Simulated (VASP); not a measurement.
## GaN: relaxation of cell and atoms with r2SCAN+rVV10

Crystal: GaN.

```
Ga N
1.0
     0.00000    2.25350    2.25350
     2.25350    0.00000    2.25350
     2.25350    2.25350    0.00000
Ga N
1 1
Direct
  0.00000 0.00000 0.00000
  0.25000 0.25000 0.25000
```

The cell is a database's computed one.

- Program: VASP 6.6.1
- Task: relaxation of cell and atoms
- Functional: r2SCAN
- Dispersion: rVV10
- Potentials or basis: VASP PAW PBE potentials, release 64 (Ga_d, N)
- Cutoff: 600 eV
- k mesh: 10 × 10 × 10
- Occupations: gaussian, width 0.02 eV
- Spin: no spin polarisation
- Further INCAR settings: ALGO = Normal; EDIFF = 1e-07; IBRION = 2; EDIFFG = -0.005; NSW = 90; ISIF = 3

| Property | Result |
| --- | --- |
| Relaxed volume | 11.37 Å³/atom |
| Relaxed cell | a = 3.180 Å, b = 3.180 Å, c = 3.180 Å, α = 60.00°, β = 60.00°, γ = 60.00° |
| Space group after relaxing (to 0.05 Å) | F-43m (No. 216) |
| Energy gained by relaxing | 0.3 meV/atom |
| Ionic steps | 4 |
| Pressure after relaxing | 0.0 GPa |
| Band gap on the k mesh | 2.13 eV, direct |

The path:
```csv
step,energy change (eV),largest force (eV/Å),pressure (GPa),volume (Å³)
1,0.0000,0.0000,-1.34,22.89
2,0.0000,0.0000,1.71,22.57
3,-0.0007,0.0000,0.12,22.72
4,-0.0007,0.0000,-0.02,22.73
```

Final structure:
```xyz
2
Lattice="0.0000 2.2484 2.2484 2.2484 0.0000 2.2484 2.2484 2.2484 0.0000" Properties=species:S:1:pos:R:3 pbc="T T T"
Ga    0.0000    0.0000    0.0000
N     1.1242    1.1242    1.1242
```

Levels at points of the mesh, in eV from the valence-band top:
```
           k point  band 7  band 8  band 9  band 10  band 11  band 12
(0.00, 0.00, 0.00)    0.00    0.00    0.00     2.13    11.03    11.03
(0.50, 0.00, 0.00)   -7.22   -1.01   -1.01     5.18     9.44    11.01
(0.50, 0.50, 0.00)   -6.25   -2.81   -2.81     3.72     7.26    12.58
```

Wall time 4.2 min on 1 thread of Intel(R) Xeon(R) 6975P-C (Granite Rapids), with other jobs on the host, peak memory 0.28 GiB.

Caveat: the PAW data sets were made with another functional, which shifts forces and pressure a little. r2SCAN opens gaps a little over a GGA but as a rule still falls short of measured ones.
